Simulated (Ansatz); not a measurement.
Take RuO2 in the rutile structure (space group P4_2/mnm, No. 136; a = 4.5234 Å, c = 3.1190 Å) as the base. Axes: x, y, z lie along a, b, c of the conventional cell.

(Cell as relaxed with PBE.)

Levels (all Ansatz, an electronic-structure program, PAW): PBE (420 eV, without spin-orbit coupling); r2SCAN (500 eV, no SOC).

Each level relaxes its own structure.

```
base                      PBE    r2SCAN
-------------------  --------  --------
volume per atom      10.64 Å³  10.39 Å³
lattice parameter a   4.523 Å   4.480 Å
band gap                 zero      zero
```

Perturbation: tensile biaxial strain of 2.48 % in the plane normal to [001], as in epitaxy on a mismatched substrate; the out-of-plane cell vector and the atoms relax.

| quantity | PBE | r2SCAN |
|---|---|---|
| shortest interatomic distance | 1.989 Å | … |
| pressure (mean of the normal stresses, compression positive) | -5.7 GPa | … |

Task: Given the PBE results, estimate those of r2SCAN.

Result: 
- shortest interatomic distance, r2SCAN: 1.967 Å
- pressure (mean of the normal stresses, compression positive), r2SCAN: -6.5 GPa

PBE's shortest interatomic distance lies 0.022 Å above r2SCAN's (1.1 %); PBE's pressure lies 0.88 GPa above r2SCAN's. Neither level is exact; r2SCAN is the comparison here, not a measurement.

Without a gap, meshes like the base's 10×10×15 leave anisotropic stresses uncertain by several tenths of a GPa, and small strain energies with them. Stability against distortions was not tested. Seeded moments were not kept for the base. No Hubbard U is applied, and correlation can decide whether such a compound is a metal. The final runs are not spin-polarised.
